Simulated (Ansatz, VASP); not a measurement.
**Two plane-wave programs on Be**

```
Be
1.0
    -1.24300    1.24300    1.24300
     1.24300   -1.24300    1.24300
     1.24300    1.24300   -1.24300
Be
1
Direct
  0.00000 0.00000 0.00000
```

Alike in both runs: task single point; functional revPBE; k mesh 20 × 20 × 20; occupations fermi-dirac, width 0.1 eV; no spin polarisation.

|  | VASP | Ansatz |
| --- | --- | --- |
| version | VASP 6.6.1 | Ansatz 0.2.0 |
| potentials or method | VASP PAW PBE potentials, release 64 (Be) | plane waves (420 eV) with PAW, scalar-relativistic |
| plane-wave cutoff (eV) | 520 | 420 |
| valence electrons in the cell | 2 | 2 |

|  | VASP | Ansatz | Ansatz less VASP |
| --- | --- | --- | --- |
| pressure (GPa) | 5.1 | 5.1 | -0.05 |

With one functional, cell and mesh, what is left measures potentials, basis and numerics.

Caveats: the PAW data sets were made with another functional, which shifts forces and pressure a little (VASP).
